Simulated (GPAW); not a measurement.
# Y (P6_3/mmc) in GPAW: settings compared, part 2 of 2

GPAW 26.7.0. Earlier steps stand in the parts before.

**4. Band structure, PBE**

The input, run.py:

```python
from ase import Atoms
from ase.dft.bandgap import bandgap
from ase.io import write
from ase.units import GPa
from gpaw import GPAW, PW, setup_paths

setup_paths.insert(0, '.')

atoms = Atoms(['Y', 'Y'],
              cell=[[3.6474, 0.0, 0.0],
                    [-1.8237, 3.1587410578, 0.0],
                    [0.0, 0.0, 5.7306]],
              scaled_positions=[[0.6666666667, 0.3333333333, 0.75],
                                [0.3333333333, 0.6666666667, 0.25]],
              pbc=True)

calc = GPAW(mode=PW(600),
            xc='PBE',
            kpts={'size': (6, 6, 4), 'gamma': True},
            occupations={'name': 'fermi-dirac', 'width': 0.05},
            nbands=23,
            convergence={'density': 1e-05, 'energy': 1e-05},
            maxiter=150,
            txt='gpaw.txt')
atoms.calc = calc
energy = atoms.get_potential_energy()
forces = atoms.get_forces()
stress = atoms.get_stress()
calc.write('gs.gpw')
write('result.traj', atoms)
print(f'Energy: {energy:.6f} eV')
print('Forces (eV/A):')
print(forces.round(4))
print('Stress (GPa):', (stress / GPa).round(3))
print('Fermi level:', round(calc.get_fermi_level(), 4), 'eV')
print(f'Gap: {bandgap(calc)[0]:.4f} eV, direct: {bandgap(calc, direct=True)[0]:.4f} eV')

path = atoms.cell.bandpath('GMKGALHA,LM,KH', npoints=100, eps=1e-4)
bs_calc = calc.fixed_density(kpts=path, symmetry='off', nbands=37,
                             convergence={'bands': 'CBM+6.0', 'eigenstates': 1e-6}, txt='bands.txt')
bs = bs_calc.band_structure()
bs.write('bs.json')
print(f'Gap on the path: {bandgap(bs_calc)[0]:.4f} eV')
```

Potentials or basis: PAW data sets generated in the run's folder for this functional, pw.

Started as:

```bash
$ gpaw-setup -f PBE Y
$ OMP_NUM_THREADS=1 python run.py
```

gpaw.txt:

```text
__  _  _
 | _ |_)|_||  |
 |__||  | ||/\| - 26.7.0

Input parameters:
  mode=PW(ecut=600.0),
  convergence={'density': 1e-05, 'energy': 1e-05},
  kpts=MonkhorstPack(size=(6, 6, 4), gamma=True),
  maxiter=150,
  nbands=23,
  occupations=Occupations(name='fermi-dirac', width=0.05),
  xc=XC(name='PBE')

Diagonalizing LCAO Hamiltonian
Converting LCAO to pw mode

           Y

        Y

Atoms  # Å, Bohr magnetons
|   | symbol |         x |        y |        z |    initial magnetic moments |
|---|--------|-----------|----------|----------|-----------------------------|
| 0 |      Y |  1.823700 | 1.052914 | 4.297950 | ( 0.0000,  0.0000,  0.0000) |
| 1 |      Y | -0.000000 | 2.105827 | 1.432650 | ( 0.0000,  0.0000,  0.0000) |

Unit cell  # Å
| periodic |         x |        y |        z |  lengths |     angles |
|----------|-----------|----------|----------|----------|------------|
|      yes |  3.647400 | 0.000000 | 0.000000 | 3.647400 |  90.000000 |
|      yes | -1.823700 | 3.158741 | 0.000000 | 3.647400 |  90.000000 |
[... 142 lines left out ...]

Energy contributions:
  Kinetic:           1.089492
  Coulomb:           0.049430
  Zero:             -0.325851
  External:          0.000000
  Xc:              -10.214305
  Entropy:          -0.030873
  Spinorbit:         0.000000
  ----------------------------
  Free energy:      -9.432107
  Extrapolated:     -9.416670

dipole moment: (0.000000, 0.000001, 0.000001)  # |e|*Ang

Fermi level: 6.426
Eigenvalues  # (at kpt = [0.000, 0.000, 0.000])
| band index |      eig [eV] | occ [0-2] |
|------------|---------------|-----------|
|          0 |       -36.304 |     2.000 |
|        ... |               |           |
|          2 |       -16.592 |     2.000 |
|          3 |       -16.135 |     2.000 |
|          4 |       -16.135 |     2.000 |
|          5 |       -16.048 |     2.000 |
|          6 |       -16.048 |     2.000 |
|          7 |       -16.011 |     2.000 |
[... 8 lines left out ...]
|         16 |         9.173 |     0.000 |
|         17 |         9.173 |     0.000 |
|        ... |               |           |
|         22 |        16.935 |     0.000 |

No gap
No difference between direct/indirect transitions

Forces  # eV/Ang
|        x |       y |        z |
|----------|---------|----------|
|  0.00000 | 0.00000 | -0.00000 |  # Y    0
| -0.00000 | 0.00000 |  0.00000 |  # Y    1

Stress tensor  # eV/Ang^3
|         x |         y |        z |
|-----------|-----------|----------|
| -0.001112 |  0.000000 | 0.000000 |
|  0.000000 | -0.001112 | 0.000000 |
|  0.000000 |  0.000000 | 0.004981 |

# Writing to gs.gpw (mode='')
```

stdout:

```text
Energy: -9.416670 eV
Forces (eV/A):
[[ 0.  0. -0.]
 [-0.  0.  0.]]
Stress (GPa): [-0.178 -0.178  0.798  0.     0.     0.   ]
Fermi level: 6.4261 eV
Gap: 0.0000 eV, direct: 0.0000 eV
Gap on the path: 0.0000 eV
```

Wall time 92 s (1 thread of Arm Neoverse V1, shared host); peak memory 0.36 GiB.

Results:

- Free energy: -9.4321 eV
- Pressure: -0.1 GPa
- Band gap along the path: none (metal or under the smearing width)

Levels at the corners of the path, in eV from the Fermi level:
```csv
point,band 7,band 8,band 9,band 10,band 11,band 12,band 13,band 14
Γ,-22.47,-22.44,-4.69,-1.88,0.80,1.71,1.71,2.00
M,-22.59,-22.53,-1.70,-1.21,-0.84,-0.16,1.34,1.44
K,-22.67,-22.67,-0.72,-0.70,-0.70,-0.49,1.03,1.03
Γ,-22.47,-22.44,-4.69,-1.88,0.80,1.71,1.71,2.00
A,-22.52,-22.52,-3.27,-3.27,0.90,0.90,1.63,1.63
L,-22.58,-22.58,-1.67,-1.67,0.02,0.02,1.32,1.32
H,-22.54,-22.54,-0.42,-0.42,-0.40,-0.40,0.35,0.35
A,-22.52,-22.52,-3.27,-3.27,0.90,0.90,1.63,1.63
L,-22.58,-22.58,-1.67,-1.67,0.02,0.02,1.32,1.32
M,-22.59,-22.53,-1.70,-1.21,-0.84,-0.16,1.34,1.44
K,-22.67,-22.67,-0.72,-0.70,-0.70,-0.49,1.03,1.03
H,-22.54,-22.54,-0.42,-0.42,-0.40,-0.40,0.35,0.35
```

**5. The runs side by side**

| level | potentials or basis | spin | band points | spin axis theta (degrees) | spin axis phi (degrees) | pressure (GPa) |
| --- | --- | --- | --- | --- | --- | --- |
| PBE | GPAW PAW data sets (gpaw-data 1.2.1), pw | SOC, no magnetisation | 80 | 90 | 0 | -0.1 |
| mBEEF | GPAW PAW data sets (gpaw-data 1.2.1), pw | SOC, no magnetisation | 60 | 90 | 45 | 0.8 |
| PBE | PAW data sets generated in the run's folder for this functional, pw | off | 100 | - | - | -0.1 |

Alike in all rows: task band structure; cell as given; k mesh 6 × 6 × 4; cutoff (eV) 600; smearing fermi-dirac 0.05 eV.

Caveats: spin-orbit coupling was added after a scalar SCF, so levels and gaps hold it while energy, forces, pressure and moments don't (some runs); this program's spin-orbit splittings come out too wide for heavy elements (some runs); the PAW data sets were made with another functional, which shifts forces and pressure a little (some runs).

Absolute energies hang on the potentials; compare differences alone.
